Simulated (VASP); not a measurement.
# TaN (P-6m2) in VASP: a series of runs

The runs below take TaN through relaxation of cell and atoms, single point, with PBEsol.

Program: VASP 6.6.1. These are calculated values, not measurements. Logs are shortened: lines on timing, memory, paths and dates and some standing lists are left out, and cuts for length are marked.

**1. The crystal as given**

Symmetry: P-6m2, No. 187, hexagonal system. The conventional cell has a = 2.940 Å, b = 2.940 Å, c = 2.890 Å, α = 90.00°, β = 90.00°, γ = 120.00°. Around Ta (site symmetry -6m2) lie 6 N at 2.23 Å. Around N (site symmetry -6m2) lie 6 Ta at 2.23 Å.

The cell comes from a database or a generator and needn't be the stable form of this composition.

**2. Relaxation of cell and atoms, PBEsol**

Input file INCAR:

```
SYSTEM = TaN
PREC = Accurate ; ENCUT = 300
EDIFF = 1E-7 ; ISMEAR = 0
SIGMA = 0.1 ; LREAL = .FALSE.
LASPH = .TRUE. ; NELM = 80
ALGO = Normal ; ISIF = 3
LWAVE = .FALSE. ; LCHARG = .FALSE.
GGA = PS ; IBRION = 2
NSW = 90 ; EDIFFG = -0.005
```

Input file KPOINTS:

```
Automatic mesh
0
G
  18 18 14
  0 0 0
```

Input file POSCAR:

```
TaN
1.0
    2.9399421800      0.0000000000      0.0000000000
   -1.4699710900      2.5460646100      0.0000000000
    0.0000000000      0.0000000000      2.8901750800
Ta N
1 1
Direct
    0.0000000000      0.0000000000      0.5000000000
    0.6666666700      0.3333333300      0.0000000000
```

Potentials or basis: VASP PAW PBE potentials, release 64 (Ta_pv, N).

Command:

```bash
$ cat potpaw_PBE.64/Ta_pv/POTCAR potpaw_PBE.64/N/POTCAR > POTCAR
$ mpirun -np 1 vasp_std > vasp.out
```

OUTCAR:

```text
SYSTEM = TaN
   PREC = Accurate
   ENCUT = 300
   EDIFF = 1E-7
   ISMEAR = 0
   LREAL = .FALSE.
   LASPH = .TRUE.
   NELM = 80
   ISIF = 3
   GGA = PS
   IBRION = 2
   NSW = 90
   EDIFFG = -0.005

 ion  position               nearest neighbor table
   1  0.000  0.000  0.500-   2 2.23   2 2.23   2 2.23   2 2.23   2 2.23   2 2.23
   2  0.667  0.333  0.000-   1 2.23   1 2.23   1 2.23   1 2.23   1 2.23   1 2.23

  LATTYP: Found a hexagonal cell.
 ALAT       =     2.9399421800
 C/A-ratio  =     0.9830720821

  Lattice vectors:

 A1 = (   2.9399421800,   0.0000000000,   0.0000000000)
 A2 = (  -1.4699710900,   2.5460646100,   0.0000000000)
 A3 = (   0.0000000000,   0.0000000000,   2.8901750800)

Analysis of symmetry for initial positions (statically):
=====================================================================
 Subroutine PRICEL returns:
 Original cell was already a primitive cell.

 Routine SETGRP: Setting up the symmetry group for a
 hexagonal supercell.

 Subroutine GETGRP returns: Found 12 space group operations
 (whereof 12 operations were pure point group operations)
 out of a pool of 24 trial point group operations.

The static configuration has the point symmetry D_3h.

Analysis of symmetry for dynamics (positions and initial velocities):
=====================================================================
 Subroutine PRICEL returns:
 Original cell was already a primitive cell.

 Routine SETGRP: Setting up the symmetry group for a
 hexagonal supercell.

 Subroutine GETGRP returns: Found 12 space group operations
 (whereof 12 operations were pure point group operations)
 out of a pool of 24 trial point group operations.

The dynamic configuration has the point symmetry D_3h.

 Subroutine INISYM returns: Found 12 space group operations
 (whereof 12 operations are pure point group operations),
 and found     1 'primitive' translations

----------------------------------------------------------------------------------------

                                     Primitive cell

  volume of cell :      21.6338

  direct lattice vectors                    reciprocal lattice vectors
     2.939942180  0.000000000  0.000000000     0.340142744  0.196381505  0.000000000
    -1.469971090  2.546064610  0.000000000     0.000000000  0.392763010  0.000000000
     0.000000000  0.000000000  2.890175080     0.000000000  0.000000000  0.345999800

  length of vectors
     2.939942180  2.939942177  2.890175080     0.392763010  0.392763010  0.345999800

  position of ions in fractional coordinates (direct lattice)
     0.000000000  0.000000000  0.500000000
     0.666666670  0.333333330  0.000000000

  ion indices of the primitive-cell ions
   primitive index   ion index
                 1           1
                 2           2

----------------------------------------------------------------------------------------

 KPOINTS: Automatic mesh

Automatic generation of k-mesh.
 Grid dimensions read from file:
 generate k-points for:   18   18   14

 Generating k-lattice:

  Cartesian coordinates                     Fractional coordinates (reciprocal lattice)
     0.018896819  0.010910084  0.000000000     0.055555556  0.000000000  0.000000000
     0.000000000  0.021820167  0.000000000     0.000000000  0.055555556  0.000000000
     0.000000000  0.000000000  0.024714271     0.000000000  0.000000000  0.071428571

  Length of vectors
     0.021820167  0.021820167  0.024714271

  Shift w.r.t. Gamma in fractional coordinates (k-lattice)
     0.000000000  0.000000000  0.000000000

 Subroutine IBZKPT returns following result:
 ===========================================

 Found    296 irreducible k-points:

 Following reciprocal coordinates:
            Coordinates               Weight
  0.000000  0.000000  0.000000      1.000000
  0.055556  0.000000  0.000000      6.000000
  0.111111  0.000000  0.000000      6.000000
  0.166667  0.000000  0.000000      6.000000
  0.222222  0.000000  0.000000      6.000000
  0.277778  0.000000  0.000000      6.000000
[... 16 lines left out ...]
  0.333333  0.111111  0.000000     12.000000
  0.388889  0.111111  0.000000     12.000000
 [... further k-points ...]
   k-points           NKPTS =    296   k-points in BZ     NKDIM =    296   number of bands    NBANDS=     12
   number of dos      NEDOS =    301   number of ions     NIONS =      2
   total plane-waves  NPLWV =   5184
   dimension x,y,z NGX =    18 NGY =   18 NGZ =   16
   dimension x,y,z NGXF=    36 NGYF=   36 NGZF=   32
   ions per type =               1   1
   NGX,Y,Z   is equivalent  to a cutoff of  10.18, 10.18,  9.20 a.u.
   NGXF,Y,Z  is equivalent  to a cutoff of  20.36, 20.36, 18.41 a.u.
 SYSTEM =  TaN
   PREC   = accura    normal or accurate (medium, high low for compatibility)
   ISTART =      0    job   : 0-new  1-cont  2-samecut
   ICHARG =      2    charge: 1-file 2-atom 10-const
   ISPIN  =      1    spin polarized calculation?
   LNONCOLLINEAR =      F non collinear calculations
   LSORBIT =      F    spin-orbit coupling
   LASPH  =      T    aspherical Exc in radial PAW
   ENCUT  =  300.0 eV  22.05 Ry    4.70 a.u.   4.15  4.15  4.08*2*pi/ulx,y,z
   NELM   =     80;   NELMIN=  2; NELMDL= -5     # of ELM steps
   EDIFF  = 0.1E-06   stopping-criterion for ELM
   LREAL  =      F    real-space projection
   EDIFFG = -.5E-02   stopping-criterion for IOM
   NSW    =     90    number of steps for IOM
   IBRION =      2    ionic relax: 0-MD 1-quasi-New 2-CG
   NFREE  =      1    steps in history (QN), initial steepest desc. (CG)
   ISIF   =      3    stress and relaxation
   ISYM   =      2    0-nonsym 1-usesym 2-fastsym
   POTIM  = 0.5000    time-step for ionic-motion
   TEBEG  =    0.0;   TEEND  =   0.0 temperature during run
   PSTRESS=    0.0 pullay stress
   NELECT =      16.0000    total number of electrons
   NUPDOWN=      -1.0000    fix difference up-down
   EMIN   =  10.00;   EMAX   =-10.00  energy-range for DOS
   EFERMI =   0.00;   METHOD = LEGACY
   ISMEAR =     0;   SIGMA  =   0.10  broadening in eV -4-tet -1-fermi 0-gaus
   EFERMI_NEDOS =   21; number of points for ismear=-14 and -15
   IALGO  =     38    algorithm
   IMIX   =      4    mixing-type and parameters
     AMIX     =   0.40;   BMIX     =  1.00
     AMIX_MAG =   1.60;   BMIX_MAG =  1.00
  volume/ion in A,a.u.               =      10.82        73.00
  Fermi-wavevector in a.u.,A,eV,Ry     =   1.480485  2.797711 29.821741  2.191836
  Thomas-Fermi vector in A             =   2.594513
   LORBIT       =      0    0 simple, 1 ext, 2 COOP (PROOUT), +10 PAW based schemes
   GGA     = PS    functional components
   LHFCALC =     F    Hartree Fock is set to
   AEXX    =    0.0000 exact exchange contribution
   IVDW    =     0    specifies the selected vdW correction
   LEPSILON=     F    determine dielectric tensor
   LRPA    =     F    only Hartree local field effects (RPA)
 conjugate gradient relaxation of ions
 non-spin polarized calculation
 Gauss-broadening in eV      SIGMA  =   0.10
  energy-cutoff  :      300.00
  volume of cell :       21.63
 maximum number of plane-waves:       268
 NGX is ok and might be reduce to    18
   NGX =  9   NGY =  9   NGZ =  9

--------------------------------------- Ionic step        1  -------------------------------------------

 number of electron      15.9999991 magnetization

 Free energy of the ion-electron system (eV)
  ---------------------------------------------------
  ext. energy  EPLUGINS =         0.00000000
  ---------------------------------------------------
  free energy    TOTEN  =       -23.78132282 eV

  energy without entropy =      -23.78106380  energy(sigma->0) =      -23.78119331

------------------------ aborting loop because EDIFF is reached ----------------------------------------

  FORCE on cell =-STRESS in cart. coord.  units (eV):
  Direction    XX          YY          ZZ          XY          YZ          ZX
  --------------------------------------------------------------------------------------
  -------------------------------------------------------------------------------------
  Total       -3.4185292     -3.4185292     -3.5639597     -0.0000000      0.0000000      0.0000000
  in kB     -253.1730716   -253.1730709   -263.9435205     -0.0000000      0.0000000      0.0000000
  external PRESSURE =    -256.7632210 kB  Pullay stress =       0.0000000 kB
[... 21 lines left out ...]
  energy  without entropy=      -23.7810637986  energy(sigma->0) =      -23.78119331

--------------------------------------- Ionic step        2  -------------------------------------------

 number of electron      16.0000004 magnetization

 E-fermi :  11.2529     XC(G=0): -14.9684

 val. band max:       11.2424749367   @ k =   0.0556   0.0556   0.4286
 cond. band min:      11.2567526992   @ k =   0.4444   0.1111   0.5000
 fundamental gap:      0.0142777625
 Fermi energy:        11.2529039109

 k-point     1 :       0.0000    0.0000    0.0000
  band No.  band energies     occupation
      1     -23.0357      2.00000
      2     -22.5715      2.00000
      3     -22.5715      2.00000
      4      -8.7470      2.00000
      5       5.1827      2.00000
      6       5.1827      2.00000
      7       5.3817      2.00000
      8       8.0018      2.00000
      9      15.1715      0.00000
     10      16.0321      0.00000
     11      16.0321      0.00000
     12      16.6840      0.00000
[... 410 lines left out ...]
  FREE ENERGIE OF THE ION-ELECTRON SYSTEM (eV)
  ---------------------------------------------------
  free  energy   TOTEN  =       -23.8871223799 eV

  energy  without entropy=      -23.8868771721  energy(sigma->0) =      -23.88699978

[... ionic steps 4 to 8 ...]

--------------------------------------- Ionic step        9  -------------------------------------------

 number of electron      16.0000011 magnetization

------------------------ aborting loop because EDIFF is reached ----------------------------------------

  FORCE on cell =-STRESS in cart. coord.  units (eV):
  Direction    XX          YY          ZZ          XY          YZ          ZX
  --------------------------------------------------------------------------------------
  -------------------------------------------------------------------------------------
  Total        0.0120632      0.0120632      0.0081140      0.0000000      0.0000000      0.0000000
  in kB        0.9493272      0.9493272      0.6385433      0.0000000      0.0000000      0.0000000
  external PRESSURE =       0.8457326 kB  Pullay stress =       0.0000000 kB
[... 57 lines left out ...]
  energy  without entropy=      -23.8879654024  energy(sigma->0) =      -23.88808703

--------------------------------------- Ionic step       11  -------------------------------------------

 number of electron      16.0000011 magnetization

 Free energy of the ion-electron system (eV)
  ---------------------------------------------------
  ext. energy  EPLUGINS =         0.00000000
  ---------------------------------------------------
  free energy    TOTEN  =       -23.88821419 eV

  energy without entropy =      -23.88797099  energy(sigma->0) =      -23.88809259

 E-fermi :   8.6781     XC(G=0): -13.8229

 val. band max:        8.6330550758   @ k =   0.0000   0.0000   0.4286
 cond. band min:       8.7076096289   @ k =   0.0556   0.0000   0.5000
 fundamental gap:      0.0745545530
 Fermi energy:         8.6780975452

 k-point     1 :       0.0000    0.0000    0.0000
  band No.  band energies     occupation
      1     -25.9062      2.00000
      2     -25.5906      2.00000
      3     -25.5906      2.00000
      4      -9.5454      2.00000
      5       3.9500      2.00000
      6       3.9500      2.00000
      7       4.2049      2.00000
      8       5.7733      2.00000
      9      11.3302      0.00000
     10      12.6202      0.00000
     11      12.6202      0.00000
     12      13.0224      0.00000
[... 374 lines left out ...]
  FREE ENERGIE OF THE ION-ELECTRON SYSTEM (eV)
  ---------------------------------------------------
  free  energy   TOTEN  =       -23.8882141864 eV

  energy  without entropy=      -23.8879709923  energy(sigma->0) =      -23.88809259

 reached required accuracy - stopping structural energy minimisation
```

It took 75 s on 1 thread of AMD EPYC 9R45 (Zen 5), shared host; peak memory 0.13 GiB.

The run converged, but a check on its numbers failed (symmetry, net force, bounds or a known fault of this set-up), so they aren't taken as properties of the crystal.

Caveat: the cutoff lies under the usual one of these potentials, so the numbers hold a large basis-set error; the PAW data sets were made with another functional, which shifts forces and pressure a little.

**3. Relaxation of cell and atoms, PBEsol**

INCAR: that of step 2 with these lines changed.

```diff
@@ -1,3 +1,3 @@
 SYSTEM = TaN
-PREC = Accurate ; ENCUT = 300
+PREC = Accurate ; ENCUT = 600
 EDIFF = 1E-7 ; ISMEAR = 0
```

Input file KPOINTS:

```
Automatic mesh
0
G
  6 6 6
  0 0 0
```

POSCAR is that of step 2.

Potentials or basis: VASP PAW PBE potentials, release 64 (Ta_pv, N).

Command:

```bash
$ cat potpaw_PBE.64/Ta_pv/POTCAR potpaw_PBE.64/N/POTCAR > POTCAR
$ mpirun -np 1 vasp_std > vasp.out
```

Run time: 11 s. Hardware: 1 thread of AMD EPYC 9R45 (Zen 5), shared host; peak memory 0.12 GiB.

Results (log left out):

```
Free energy                            : -23.8100 eV
Relaxed volume                         : 10.65 Å³/atom
Relaxed cell                           : a = 2.926 Å, b = 2.926 Å, c = 2.872 Å, α = 90.00°, β = 90.00°, γ = 120.00°
Space group after relaxing (to 0.05 Å) : P-6m2 (No. 187)
Energy gained by relaxing              : 3.0 meV/atom
Ionic steps                            : 4
Pressure after relaxing                : 0.0 GPa
Band gap on the k mesh                 : none (metal or under the smearing width)
```

Step by step:
```tsv
step	energy change (eV)	largest force (eV/Å)	pressure (GPa)	volume (Å³)
1	0.0000	0.0000	-5.55	21.63
2	0.0332	0.0000	15.66	20.48
3	-0.0060	0.0000	-0.09	21.30
4	-0.0060	0.0000	0.02	21.30
```

Final structure:
```
Ta N
1.0
     2.92597    0.00000    0.00000
    -1.46298    2.53396    0.00000
     0.00000    0.00000    2.87243
Ta N
1 1
Cartesian
  0.0000 0.0000 1.4362
  1.4630 0.8447 0.0000
```

Levels at points of the mesh, in eV from the Fermi level:
```csv
k point,band 5,band 6,band 7,band 8,band 9,band 10,band 11,band 12
"(0.00, 0.00, 0.00)",-4.80,-4.80,-4.48,-3.12,2.12,3.46,3.46,3.86
"(0.50, 0.00, 0.00)",-8.57,-5.45,-3.74,-3.38,2.84,3.93,5.09,5.21
"(0.00, 0.00, 0.50)",-9.65,-3.98,-3.98,-0.29,-0.29,2.28,3.15,3.15
"(0.50, 0.00, 0.50)",-7.60,-6.44,-5.95,-0.51,4.05,5.27,5.98,7.01
```

Caveat: the k mesh is coarse (spacing up to 0.41 Å⁻¹), so the values aren't converged; the PAW data sets were made with another functional, which shifts forces and pressure a little. The run has no spin-orbit coupling, so splittings on Ta are missing.

**4. Single point, PBEsol**

Input file INCAR:

```
SYSTEM = TaN
PREC = Accurate ; ENCUT = 520
EDIFF = 1E-7 ; ISMEAR = 0
SIGMA = 0.1 ; LREAL = .FALSE.
LASPH = .TRUE. ; NELM = 80
ALGO = Normal ; ISIF = 2
LWAVE = .FALSE. ; LCHARG = .FALSE.
GGA = PS ; NBANDS = 15
```

Input file KPOINTS:

```
Automatic mesh
0
G
  18 18 14
  0 0 0
```

POSCAR is that of step 3.

Command:

```bash
$ cat potpaw_PBE.64/Ta_pv/POTCAR potpaw_PBE.64/N/POTCAR > POTCAR
$ mpirun -np 1 vasp_std > vasp.out
```

It took 39 s on 1 thread of AMD EPYC 9R45 (Zen 5), shared host; peak memory 0.19 GiB.

Results (log left out):

| Quantity | Value |
| --- | --- |
| Free energy | -23.8004 eV |
| Pressure | -5.4 GPa |
| Band gap on the k mesh | none (metal or under the smearing width) |

Stress tensor (GPa, compression positive):
```
-4.99  0.00  0.00
 0.00 -4.99  0.00
 0.00  0.00 -6.35
```

Levels at points of the mesh, in eV from the Fermi level:
| k point | band 6 | band 7 | band 8 | band 9 | band 10 | band 11 |
| --- | --- | --- | --- | --- | --- | --- |
| (0.00, 0.00, 0.00) | -4.50 | -4.19 | -2.89 | 2.23 | 3.60 | 3.60 |
| (0.50, 0.00, 0.00) | -5.17 | -3.46 | -3.12 | 2.99 | 4.06 | 5.21 |
| (0.00, 0.00, 0.50) | -3.69 | -3.69 | -0.08 | -0.08 | 2.43 | 3.33 |
| (0.50, 0.00, 0.50) | -6.16 | -5.63 | -0.34 | 4.16 | 5.37 | 6.05 |

Caveat: the PAW data sets were made with another functional, which shifts forces and pressure a little.
